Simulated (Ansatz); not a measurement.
Crystal: SiNi.

```
CELL_PARAMETERS angstrom
2.94277 0.00000 0.00000
0.00000 3.28033 0.00000
0.00000 0.00000 4.67745
ATOMIC_POSITIONS crystal
Ni 0.50000 0.50000 0.34250
Ni 0.00000 0.00000 0.65750
Si 0.50000 0.50000 0.84314
Si 0.00000 0.00000 0.15686
```

The cell is a database's computed one.

| Quantity | Value |
| --- | --- |
| Program | Ansatz 0.2.0 |
| Task | single point |
| Functional | PBEsol |
| Potentials or basis | all-electron LAPW, scalar-relativistic |
| Cutoff | 295 eV (chosen from the basis error) |
| Basis error allowed | 0.001 eV/atom |
| k mesh | 9 × 8 × 6 |
| Occupations | fermi-dirac, width 0.05 eV |
| Spin | collinear spin, ferromagnetic start |
| Starting moments | [1.0, 1.0, 0.0, 0.0] μB |

On this cell: pressure 0.2 GPa; largest force 0.093 eV/Å; net moment 0.00 μB per cell; band gap on the k mesh none (metal or under the smearing width).

The same run follows on a disturbed copy (atoms moved at random, drawn with an rms of 0.05 Å):

```xyz
4
Lattice="2.9428 0.0000 0.0000 0.0000 3.2803 0.0000 0.0000 0.0000 4.6774" Properties=species:S:1:pos:R:3 pbc="T T T"
Ni    1.4487    1.6371    1.5839
Ni   -0.0089   -0.0292    3.0595
Si    1.4748    1.6705    3.9518
Si   -0.0228    0.0048    0.7216
```

**Question.** What changes?

**Answer.** The energy (extrapolated to zero smearing) moves by +4.5 meV/atom; pressure 0.3 GPa; largest force 0.549 eV/Å; net moment 0.00 μB per cell; band gap on the k mesh none (metal or under the smearing width).

Forces on the atoms (eV/Å):
```
Ni   0.052 -0.019  0.258
Ni   0.001  0.361  0.023
Si  -0.102 -0.355 -0.406
Si   0.050  0.013  0.125
```

Stress tensor (GPa, compression positive):
```
 0.65  0.08  0.19
 0.08  0.63 -0.12
 0.19 -0.12 -0.53
```

Caveats: the starting moments weren't kept.
